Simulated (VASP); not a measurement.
AlAs (strained zincblende): a r²SCAN single-point calculation in VASP

INCAR

```
ISIF = 2
LWAVE = .FALSE.
METAGGA = R2SCAN
EDIFF = 1E-7
PREC = Accurate
IBRION = -1
NBANDS = 11
ALGO = Normal
LELF = .TRUE.
ENCUT = 520
ISMEAR = 0
LCHARG = .TRUE.
NELM = 120
LASPH = .TRUE.
SIGMA = 0.01
NSW = 0
LREAL = .FALSE.
```

KPOINTS

```
KPOINTS created by Atomic Simulation Environment
0
Gamma
8 8 8
0 0 0
```

KPOINTS_OPT

```
special points
6
Reciprocal
0.0000000000 0.0000000000 0.0000000000 1
-0.5000000000 -0.5000000000 0.0000000000 1
-0.3750000000 -0.3750000000 0.2500000000 1
-0.3750000000 0.0000000000 0.3750000000 1
0.0000000000 0.0000000000 0.5000000000 1
-0.5000000000 -0.2500000000 0.2500000000 1
```

POSCAR

```
Al As
 1.0000000000000000
     0.0000000000000000    2.9042199038000001    2.9042199038000001
     2.9042199038000001    0.0000000000000000    2.9042199038000001
     2.9042199038000001    2.9042199038000001    0.0000000000000000
 Al  As
   1   1
Cartesian
  0.0000000000000000  0.0000000000000000  0.0000000000000000
  1.4521099519000000  1.4521099519000000  1.4521099519000000
```

VASP ran with the recommended PBE PAW datasets (8 valence electrons in the cell).

Command

```
mpirun -np 1 vasp_std
```

From OUTCAR

```
k-points           NKPTS =     29   k-points in BZ     NKDIM =     29   number of bands    NBANDS=     11

   NELECT =       8.0000    total number of electrons

   dimension x,y,z NGX =    32 NGY =   32 NGZ =   32
   dimension x,y,z NGXF=    64 NGYF=   64 NGZF=   64

  energy-cutoff  :      520.00
  volume of cell :       48.99
      direct lattice vectors                 reciprocal lattice vectors
     0.000000000  2.904219904  2.904219904    -0.172163272  0.172163272  0.172163272
     2.904219904  0.000000000  2.904219904     0.172163272 -0.172163272  0.172163272
     2.904219904  2.904219904  0.000000000     0.172163272  0.172163272 -0.172163272

 k-points in reciprocal lattice and weights: KPOINTS created by Atomic Simulation Env
   0.00000000  0.00000000  0.00000000       0.002
   0.12500000  0.00000000  0.00000000       0.016
   0.25000000  0.00000000  0.00000000       0.016
   0.37500000  0.00000000  0.00000000       0.016
   0.50000000  0.00000000  0.00000000       0.008
   0.12500000  0.12500000  0.00000000       0.012
   0.25000000  0.12500000  0.00000000       0.047
   0.37500000  0.12500000  0.00000000       0.047
   ...

 E-fermi :   3.1152

 k-point     1 :       0.0000    0.0000    0.0000
  band No.  band energies     occupation
      1      -8.8629      2.00000
      2       3.0334      2.00000
      3       3.0334      2.00000
      4       3.0334      2.00000
      5       5.0877      0.00000
      6       7.5974      0.00000
      7       7.5974      0.00000
      8       7.5974      0.00000
      9      12.3163      0.00000
     10      12.4022      0.00000
     11      12.4022      0.00000

 k-point     2 :       0.1250    0.0000    0.0000
  band No.  band energies     occupation
      1      -8.7180      2.00000
      2       1.6530      2.00000
      3       2.8814      2.00000
      4       2.8814      2.00000
      5       5.8793      0.00000
      6       7.8710      0.00000
      7       7.8710      0.00000
      8       7.9461      0.00000
      9      11.8537      0.00000
     10      11.8537      0.00000
     11      13.0314      0.00000

 k-point     3 :       0.2500    0.0000    0.0000
  band No.  band energies     occupation
      1      -8.3195      2.00000
      2      -0.2464      2.00000
      3       2.5759      2.00000
      4       2.5759      2.00000
      5       5.8118      0.00000
      6       8.2308      0.00000
      7       8.2308      0.00000
      8       9.6141      0.00000
      9      11.7553      0.00000
     10      11.7553      0.00000
     11      12.9295      0.00000

 k-point     4 :       0.3750    0.0000    0.0000
  band No.  band energies     occupation
      1      -7.8144      2.00000
      2      -1.7319      2.00000
      3       2.3277      2.00000
      4       2.3277      2.00000
      5       5.4929      0.00000
      6       8.1652      0.00000
      7       8.1652      0.00000
      8      11.0792      0.00000
      9      13.0163      0.00000
     10      13.0163      0.00000
     11      13.0708      0.00000

 k-point     5 :       0.5000    0.0000    0.0000
  band No.  band energies     occupation
      1      -7.5519      2.00000
      2      -2.3305      2.00000
      3       2.2368      2.00000
      4       2.2368      2.00000
      5       5.3675      0.00000
      6       8.0663      0.00000
      7       8.0663      0.00000
      8      11.2377      0.00000
      9      14.4368      0.00000
     10      15.0363      0.00000
     11      15.0363      0.00000

 k-point     6 :       0.1250    0.1250    0.0000
  band No.  band energies     occupation
      1      -8.6694      2.00000
      2       1.6757      2.00000
      3       2.5705      2.00000
      4       2.5705      2.00000
      5       6.4786      0.00000
      6       6.9988      0.00000
      7       8.3731      0.00000
      8       8.3731      0.00000
      9      10.8649      0.00000
     10      12.6798      0.00000
     11      13.3717      0.00000

 k-point     7 :       0.2500    0.1250    0.0000
  band No.  band energies     occupation
      1      -8.3530      2.00000
      2       0.2248      2.00000
      3       2.2024      2.00000
      4       2.2389      2.00000
      5       6.5993      0.00000
      6       7.3354      0.00000
      7       8.9849      0.00000
      8       8.9953      0.00000
      9      10.8951      0.00000
     10      12.7549      0.00000
     11      14.1348      0.00000

 k-point     8 :       0.3750    0.1250    0.0000
  band No.  band energies     occupation
      1      -7.8703      2.00000
      2      -1.2825      2.00000
      3       1.7874      2.00000
      4       1.9834      2.00000
      5       6.3028      0.00000
      6       7.8621      0.00000
      7       8.9922      0.00000
      8       9.5676      0.00000
      9      12.4968      0.00000
     10      13.7455      0.00000
     11      13.8695      0.00000

 k-point     9 :       0.5000    0.1250    0.0000
  band No.  band energies     occupation
      1      -7.4940      2.00000
      2      -2.1618      2.00000
      3       1.4255      2.00000
      4       1.9869      2.00000
      5       6.1561      0.00000
      6       7.8491      0.00000
      7       8.6867      0.00000
      8      11.1271      0.00000
      9      12.9288      0.00000
     10      14.8496      0.00000
     11      14.9734      0.00000

 k-point    10 :      -0.3750    0.1250    0.0000
  band No.  band energies     occupation
      1      -7.5848      2.00000
      2      -1.9634      2.00000
      3       1.2960      2.00000
      4       2.2046      2.00000
      5       6.2400      0.00000
      6       8.0068      0.00000
      7       8.5000      0.00000
      8      11.2149      0.00000
      9      12.5568      0.00000
     10      13.3324      0.00000
     11      14.8472      0.00000

 k-point    11 :      -0.2500    0.1250    0.0000
  band No.  band energies     occupation
      1      -8.0416      2.00000
      2      -0.8205      2.00000
      3       1.4721      2.00000
      4       2.5582      2.00000
      5       6.5064      0.00000
      6       8.2531      0.00000
      7       8.3727      0.00000
      8       9.7004      0.00000
      9      11.0756      0.00000
     10      13.2334      0.00000
     11      14.3073      0.00000

 k-point    12 :      -0.1250    0.1250    0.0000
  band No.  band energies     occupation
      1      -8.4872      2.00000
      2       0.6463      2.00000
      3       2.0564      2.00000
      4       2.8687      2.00000
      5       6.5434      0.00000
      6       7.7596      0.00000
      7       7.9920      0.00000
      8       8.9816      0.00000
      9      10.9664      0.00000
     10      12.1570      0.00000
     11      14.0354      0.00000

 k-point    13 :       0.2500    0.2500    0.0000
  band No.  band energies     occupation
      1      -8.1314      2.00000
      2      -0.1270      2.00000
      3       1.7663      2.00000
      4       1.7663      2.00000
      5       5.9817      0.00000
      6       7.0586      0.00000
      7      10.0816      0.00000
      8      10.0816      0.00000
      9      10.6807      0.00000
     10      13.5116      0.00000
     11      15.5816      0.00000

 k-point    14 :       0.3750    0.2500    0.0000
  band No.  band energies     occupation
      1      -7.7248      2.00000
      2      -1.1067      2.00000
      3       1.1891      2.00000
      4       1.5027      2.00000
      5       5.9259      0.00000
      6       7.0974      0.00000
      7       9.8951      0.00000
      8      10.5592      0.00000
      9      12.8156      0.00000
     10      14.4210      0.00000
     11      15.7565      0.00000

 k-point    15 :       0.5000    0.2500    0.0000
  band No.  band energies     occupation
      1      -7.3350      2.00000
      2      -1.8700      2.00000
      3       0.4667      2.00000
      4       1.4969      2.00000
      5       5.9686      0.00000
      6       8.4402      0.00000
      7       9.6597      0.00000
      8      10.2616      0.00000
      9      13.6152      0.00000
     10      14.8528      0.00000
     11      16.1260      0.00000

 k-point    16 :      -0.3750    0.2500    0.0000
  band No.  band energies     occupation
      1      -7.2812      2.00000
      2      -1.9387      2.00000
      3       0.0745      2.00000
      4       1.7478      2.00000
      5       6.2359      0.00000
      6       9.1254      0.00000
      7       9.8351      0.00000
      8      10.7645      0.00000
      9      11.9053      0.00000
     10      12.5016      0.00000
     11      16.0992      0.00000

 ...

  Total       -1.3884753     -1.3884753     -1.3884753      0.0000000      0.0000000     -0.0000000
  in kB      -45.4077785    -45.4077785    -45.4077785      0.0000000      0.0000000     -0.0000000
  external PRESSURE =     -45.4077785 kB  Pullay stress =       0.0000000 kB

 POSITION                                       TOTAL-FORCE (eV/Angst)
 -----------------------------------------------------------------------------------
      0.00000      0.00000      0.00000        -0.000000     -0.000000     -0.000000
      1.45211      1.45211      1.45211         0.000000      0.000000      0.000000
 -----------------------------------------------------------------------------------
    total drift:                               -0.000002     -0.000002     -0.000002

  FREE ENERGIE OF THE ION-ELECTRON SYSTEM (eV)
  ---------------------------------------------------
  free  energy   TOTEN  =       -22.6462278651 eV

  energy  without entropy=      -22.6462278651  energy(sigma->0) =      -22.64622787
```

The gap between bands v and c is 1.90 eV, the least direct gap is 2.05 eV and the pressure is -4.5 GPa.

Band v is the last that the valence electrons fill when counted band by band, and c is the next.

The run took about 24 s on one core of a shared host (Intel Xeon 6975P-C) and held 0.18 GiB at most.
